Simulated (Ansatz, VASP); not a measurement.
## One calculation of TaSi3, two programs

```
Ta Si
1.0
     4.90016    0.00000    0.00000
     0.00000    4.90016    0.00000
     0.00000    0.00000    4.90016
Ta Si
1 3
Direct
  0.00000 0.00000 0.00000
  0.50000 0.00000 0.00000
  0.00000 0.50000 0.00000
  0.00000 0.00000 0.50000
```

Alike in both runs: functional PBE; k mesh 4 × 4 × 4; occupations gaussian, width 0.1 eV; no spin polarisation.

Ansatz relaxed the structure, and its values are those at the end. VASP's run is a single point on that final structure, the one shown.

```csv
,VASP,Ansatz
version,VASP 6.6.1,Ansatz 0.2.0
potentials or method,"VASP PAW PBE potentials, release 64 (Ta_pv, Si)","scalar-relativistic, plane waves, PAW"
plane-wave cutoff (eV),520,420
valence electrons in the cell,23,25
```

|  | VASP | Ansatz | Ansatz less VASP |
| --- | --- | --- | --- |
| gap on the k mesh at the Fermi level (eV) | none | none | - |
| pressure (GPa) | 0.1 | 0.1 | -0.05 |

A gap of «none» marks a metal or a gap that the smearing closes. The two sets of potentials don't hold the same shells in valence.

Spin-orbit coupling is left out, which matters for the levels of Ta.
